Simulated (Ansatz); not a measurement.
## Calculated quadrupolar parameters for TaN at a changed volume

The cell is an entry of the Crystallography Open Database (COD), relaxed with PBE at fixed cell and then changed (volume scaled by 1.02, ions relaxed).

```xyz
2
Lattice="2.9575 0.0000 0.0000 -1.4787 2.5612 0.0000 0.0000 0.0000 2.9021" Properties=species:S:1:pos:R:3 pbc="T T T"
Ta    0.0000    1.7075    1.4510
N     0.0000    0.0000    0.0000
```

Atom numbers follow the list; atoms alike are taken as one site, whose name carries the number of the first.

Method: Kohn–Sham DFT in Ansatz, PBE, plane waves and PAW, scalar-relativistic, collinear spin, 420 eV cutoff, Γ-centred 18×18×16 k-points, Fermi–Dirac smearing 0.05 eV. Start moments as typed (μB): 2 on each Ta, none on the rest.

V_zz is the principal component of the electric field gradient with the largest magnitude, η = (V_xx − V_yy)/V_zz and C_Q = eQV_zz/h. ν_Q = 3|C_Q|/[2I(2I − 1)].

181Ta: I = 7/2, Q = 3170 mb; ¹⁴N: I = 1, Q = 20.44 mb. Q values from Pyykkö, Mol. Phys. 116, 1328 (2018).

| site | atoms (order as listed) | first shell | C_Q (MHz) | η | ν_Q (MHz) |
| --- | --- | --- | --- | --- | --- |
| Ta | 1 | 6 N at 2.24 Å | 420 | 0.00 | 30.0 |
| N | 2 | 6 Ta at 2.24 Å | 0.062 | 0.00 | 0.094 |

An axis of threefold or higher order runs through Ta and N, so V_zz lies along it and η is zero.

With no gap above 0.1 eV, as in a metal, the gradients converge slowly in k; expect changes of a tenth or more on a denser mesh. Without spin–orbit coupling the gradients at and beside Ta can be off by some per cent, at some sites by more. With these PAW files V_zz is typically within 2 to 3 % of all-electron values, but misses above 10 % occur on Ta. Semilocal functionals make gaps too small and can close them, so the real compound need not be a metal. The start moments die out, and the run ends without spin.
